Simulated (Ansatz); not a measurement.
# SnO2: the cost of one run

Method: DFT PBE, scalar-relativistic, plane waves, PAW, in Ansatz 0.2.0.

4 further runs of the same task are left out: 1 that didn't finish, 3 set aside as unsound or not needed.

### Step 1. The structure to begin with

Symmetry: Fd-3m, No. 227, cubic system. The conventional cell has a = 9.044 Å, b = 9.044 Å, c = 9.044 Å, α = 90.00°, β = 90.00°, γ = 90.00°. Sn (site symmetry -3m) is surrounded by 6 O at 2.13 Å. O (site symmetry 3m) has 3 Sn at 2.13 Å as nearest neighbours.

As a file:

```xyz
12
Lattice="0.0000 4.5221 4.5221 4.5221 0.0000 4.5221 4.5221 4.5221 0.0000" Properties=species:S:1:pos:R:3 pbc="T T T"
Sn    3.3916    3.3916    1.1305
Sn    1.1305    3.3916    3.3916
Sn    3.3916    1.1305    3.3916
Sn    1.1305    1.1305    1.1305
O     8.0588    8.0588    8.0588
O     5.5074    8.0588    5.5074
O     5.5074    5.5074    8.0588
O     8.0588    5.5074    5.5074
O     3.2463    5.7978    5.7978
O     5.7978    5.7978    3.2463
O     5.7978    3.2463    5.7978
O     3.2463    3.2463    3.2463
```

It goes back to an entry of the Materials Project, which need not be the stable form.

It is the result of an earlier relaxation at this level (volume 15.41 Å³/atom; gap on the mesh: 1.85 eV).

### Step 2. The scan

Atoms count from 1 in the order of the input.

One atom moved over a plane, all else fixed.

First coordinate, shift of Sn1 along [1 0 0]: 11 values from −0.890 Å. Second coordinate, shift of Sn1 along [0 0 1]: 11 values from −0.890 Å.

Nothing else is relaxed (all other atoms fixed). Energies count from the relaxed crystal. Points are written as (first, second).

### Step 3. Point (−0.534 Å, −0.534 Å)

File input.yaml:

```yaml
crystal:
  lattice:
    - [0.0, 4.5220682583, 4.5220682583]
    - [4.5220682583, 0.0, 4.5220682583]
    - [4.5220682583, 4.5220682583, 0.0]
  atoms:
    - { symbol: Sn, position: [0.125, 0.0069124415, 0.625] }
    - { symbol: Sn, position: [0.625, 0.125, 0.125] }
    - { symbol: Sn, position: [0.125, 0.625, 0.125] }
    - { symbol: Sn, position: [0.125, 0.125, 0.125] }
    - { symbol: O, position: [0.8910551956, 0.8910551956, 0.8910551956] }
    - { symbol: O, position: [0.8910551956, 0.3268344131, 0.8910551956] }
    - { symbol: O, position: [0.8910551956, 0.8910551956, 0.3268344131] }
    - { symbol: O, position: [0.3268344131, 0.8910551956, 0.8910551956] }
    - { symbol: O, position: [0.9231655869, 0.3589448044, 0.3589448044] }
    - { symbol: O, position: [0.3589448044, 0.3589448044, 0.9231655869] }
    - { symbol: O, position: [0.3589448044, 0.9231655869, 0.3589448044] }
    - { symbol: O, position: [0.3589448044, 0.3589448044, 0.3589448044] }
basis:
  ecutwfc: 420
kpoints:
  mp_grid: { grid: [6, 6, 6] }
hamiltonian:
  xc: pbe
  pseudopotentials: { kind: paw, azcp: { folder: soft_1 } }
scf:
  occupations: { method: gaussian, width: 0.05 }
output:
  forces: true
  stress: true
  eigenvalues: true
  write_density: true
  write_potential: true
  elf: true
  volumetric_format: npy
```

The run is started by

```bash
ansatz run input.yaml --threads 4 --pin off --max-ram 8192MiB --backend cpu --events-out ev --progress --plain --runs-dir out
```

What time and memory should one allow on 4 threads of Arm Neoverse N1, shared host?

About 52 s, with a peak of 0.9 GiB.
